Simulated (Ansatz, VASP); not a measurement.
# InSb: VASP beside Ansatz

```xyz
2
Lattice="0.0000 3.2067 3.2391 3.2067 0.0000 3.2391 3.2067 3.2067 0.0000" Properties=species:S:1:pos:R:3 pbc="T T T"
In    0.0000    0.0000    0.0000
Sb    4.8101    4.8101    4.8586
```

Change from the starting cell: equal xx and yy strain of -1 %.

Alike in both runs: task single point; functional LDA; k mesh 10 × 10 × 10; occupations fermi-dirac, width 0.03 eV; no spin polarisation.

```csv
,VASP,Ansatz
version,VASP 6.6.1,Ansatz 0.2.0
potentials or method,"VASP PAW LDA potentials, release 64 (In_d, Sb), cutoff 520 eV","all-electron LAPW, scalar-relativistic"
```

|  | VASP | Ansatz | Ansatz less VASP |
| --- | --- | --- | --- |
| pressure (GPa) | 0.4 | 0.3 | -0.08 |
| largest component of the traceless stress (GPa) | 0.20 | 0.20 | 0.000 |

Ansatz ran all-electron here, so the differences hold the error of VASP's frozen core and of both bases.

Spin-orbit coupling is left out, which matters for the levels of Sb.
